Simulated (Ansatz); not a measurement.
WSe2 as a 2H monolayer, relaxed with r2SCAN: 5 runs in the PAW code Ansatz, each a calculation of independent-particle optics. In-plane lattice: a = 3.314 Å, b = 3.314 Å, γ = 120.0°; thickness between the outer nuclei 3.32 Å. W has 6 Se at 2.53 Å; Se has 3 W at 2.53 Å. No spin polarisation and no zero-point or thermal motion.

```xyz
3
Lattice="3.3144 0.0000 0.0000 -1.6572 2.8704 0.0000 0.0000 0.0000 31.2378" Properties=species:S:1:pos:R:3 pbc="T T F"
W     0.0000    1.9136    9.0000
Se    1.6572    0.9568   10.6609
Se    1.6572    0.9568    7.3391
```
Periodic in the plane only; c spans the vacuum.

On meshes this coarse, single peaks can be features of the mesh. No local fields, no excitons; the zone sum runs over the cells of the mesh, and ε∞ includes the bands left out of the spectrum. Up to four peaks are listed, those above 15 % of the tallest and inside the complete range; the four can differ from row to row. Rows marked drawn have settings drawn at random (some not listed).

| functional | k mesh | broadening (eV) | scissors (eV) | range (eV) | settings | direct gap on the mesh before scissors (eV) | ε∞ xx | ε∞ yy | ε∞ zz | complete up to (eV) | tallest peaks of mean ε₂ (eV) |
| --- | --- | --- | --- | --- | --- | --- | --- | --- | --- | --- | --- |
| PBE | 12×12×1 | 0.1 | 0.00 | 0–13 | chosen | 1.53 | 4.05 | 4.05 | 2.59 | 13.0 | 2.65 3.25 3.75 4.25 |
| LDA | 12×12×1 | 0.1 | 0.00 | 0–13 | chosen | 1.52 | 4.12 | 4.12 | 2.61 | 13.0 | 2.60 3.20 3.65 4.20 |
| PBE | 12×12×1 | 0.1 | 0.45 (to HSE06) | 0–13 | chosen | 1.53 | 3.70 | 3.70 | 2.48 | 13.0 | 3.10 3.70 4.20 4.70 |
| r2SCAN | 6×6×1 | 0.03 | 1.00 | 0.5–20 | drawn | 1.64 | 3.20 | 3.20 | 2.27 | 20.0 | 3.80 4.40 5.00 5.60 |
| r2SCAN | 6×6×1 | 0.15 | 0.30 | 0–10 | drawn | 1.64 | 3.57 | 3.57 | 2.40 | 10.0 | 3.15 3.65 4.35 4.85 |

A sheet's ε refers to the whole height of the cell: ε − 1 falls as one over that height, zz lacks the depolarisation, and means are over the plane.

Spin-orbit coupling is left out, which matters wherever the heavy atoms make up the band edges.
